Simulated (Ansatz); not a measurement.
**TaC (Fm-3m): zero-pressure volume and bulk modulus with r²SCAN + D3(BJ)-ATM**

One table from this session's results is given with a row withheld; the runs are named, their logs left out.

Program: Ansatz 0.2.0. Level of theory: DFT r²SCAN + D3(BJ)-ATM, scalar-relativistic, plane waves, PAW. These are calculated values, not measurements.

1 further run of the same task is left out (set aside as unsound or not needed). Runs told in other sessions of the task aren't counted.

**The starting structure**

It takes space group Fm-3m (No. 225, cubic). The conventional cell has a = 4.454 Å, b = 4.454 Å, c = 4.454 Å, α = 90.00°, β = 90.00°, γ = 90.00°. Ta (site symmetry m-3m) is surrounded by 6 C at 2.23 Å. Around C (site symmetry m-3m) lie 6 Ta at 2.23 Å.

As a file:

```cif
data_structure
_symmetry_space_group_name_H-M 'P 1'
_symmetry_Int_Tables_number 1
_cell_length_a 3.1495
_cell_length_b 3.1495
_cell_length_c 3.1495
_cell_angle_alpha 60.000
_cell_angle_beta 60.000
_cell_angle_gamma 60.000
_cell_volume 22.09
loop_
_atom_site_label
_atom_site_type_symbol
_atom_site_fract_x
_atom_site_fract_y
_atom_site_fract_z
_atom_site_occupancy
Ta1 Ta 0.00000 0.00000 0.00000 1
C1 C 0.50000 0.50000 0.50000 1
```

An earlier run on this cell at PBE gave 4.73 GPa at 11.045 Å³/atom (10×10×10 mesh), metallic. The cell is compressed at this level.

The first run:

input.yaml

```yaml
crystal:
  lattice:
    - [0.0, 2.226998583, 2.226998583]
    - [2.226998583, 0.0, 2.226998583]
    - [2.226998583, 2.226998583, 0.0]
  atoms:
    - { symbol: Ta, position: [0.0, 0.0, 0.0] }
    - { symbol: C, position: [0.5, 0.5, 0.5] }
basis:
  ecutwfc: 500
  ecutrho_ratio: 4
kpoints:
  mp_grid: { grid: [10, 10, 10] }
hamiltonian:
  xc: r2scan
  dispersion: d3bjatm
scf:
  occupations: { method: gaussian, width: 0.05 }
output:
  forces: true
  stress: true
  eigenvalues: true
```

On the command line:

```console
$ ansatz run input.yaml --threads 4 --pin off --max-ram 8192MiB --backend cpu --events-out ev --progress --plain --runs-dir out
```

Steps of the session up to this table: At the given cell; Stepping to 11.001 Å³/atom; Stepping to 11.041 Å³/atom; Volume × 0.98 of the new zero; Volume × 1.02 of the new zero; Volume × 0.96 of the new zero; Volume × 1.04 of the new zero.

One table of the session follows, with a row left open; its other results are not shown here.

It belongs to the step «Energy and pressure against volume». 

| volume (Å³/atom) | energy (meV/atom) | pressure (GPa) |
| --- | --- | --- |
| 10.600 | 20.38 | 15.32 |
| 10.820 | ? | ? |
| 11.041 | 0.00 | 0.00 |
| 11.262 | 4.59 | -6.55 |
| 11.483 | 17.77 | -12.46 |

**Question.** Estimate the row for volume (Å³/atom) = 10.820.

Worked estimate for «energy (meV/atom)». A straight line through the neighbours (10.600, 20.38) and (11.041, 0.00) gives 20.38 + (0.00 − 20.38) × (10.820 − 10.600) / (11.041 − 10.600) = 10.21; a parabola fitted to 3 rows on both sides gives 5.29.

**Answer.** energy (meV/atom): 4.92; pressure (GPa): 7.26. In «energy (meV/atom)» the line misses by +5.29 and the parabola by +0.37.
